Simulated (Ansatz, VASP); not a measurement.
**Two plane-wave programs on LiH**

```
Li H
1.0
     3.07825    0.00000    0.00000
    -1.53912    2.66584    0.00000
     0.00000    0.00000   25.32719
Li H
1 1
Direct
  0.33333 0.66667 0.29612
  0.00000 0.00000 0.29613
```

Alike in both runs: functional PBE; k mesh 12 × 12 × 1; occupations gaussian, width 0.02 eV; no spin polarisation.

Ansatz relaxed the structure, and its values are those at the end. VASP's run is a single point on that final structure, the one shown.

|  | VASP | Ansatz |
| --- | --- | --- |
| version | VASP 6.6.1 | Ansatz 0.2.0 |
| potentials or method | VASP PAW PBE potentials, release 64 (Li_sv, H) | scalar-relativistic, plane waves, PAW |
| plane-wave cutoff (eV) | 520 | 420 |
| valence electrons in the cell | 4 | 4 |

|  | VASP | Ansatz | Ansatz less VASP |
| --- | --- | --- | --- |
| gap on the k mesh at the Fermi level (eV) | 3.47 | 3.47 | 0.000 |
| least direct gap on the mesh (eV) | 5.36 | 5.36 | +0.005 |

The functional is the same, so the differences come from potentials, cutoffs and numerics. Ansatz warned: «xc_potential_rough_in_thin_density».
